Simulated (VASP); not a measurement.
Crystal: PtSe2.

```
Pt Se
1.0
     3.72400    0.00000    0.00000
    -3.72400    6.45016    0.00000
     0.00000    0.00000    5.06200
Pt Se
2 4
Direct
  0.00000 0.00000 0.00000
  0.00000 0.50000 0.00000
  0.33333 0.33333 0.25000
  0.66667 0.16667 0.75000
  0.33333 0.83333 0.25000
  0.66667 0.66667 0.75000
```

Base run:

* Program: VASP 6.6.1
* Functional: PBEsol
* Potentials or basis: VASP PAW PBE potentials, release 64 (Pt, Se)
* Cutoff: 450 eV
* k mesh: 7 × 4 × 5
* Occupations: gaussian, width 0.05 eV
* Spin: collinear spin, ferromagnetic start
* Starting moments: [4.0, 4.0, 0.0, 0.0, 0.0, 0.0] μB

Its results: band gap on the k mesh none (metal or under the smearing width); pressure 2.2 GPa; net moment 0.00 μB per cell; largest force 0.370 eV/Å.

Q: The run is repeated on the same cell with these changes: hubbard terms from none to Pt d U = 4 eV. What comes out?

A: Band gap on the k mesh none (metal or under the smearing width); pressure -0.4 GPa; net moment 0.00 μB per cell; largest force 0.182 eV/Å.

Caveats: the PAW data sets were made with another functional, which shifts forces and pressure a little.
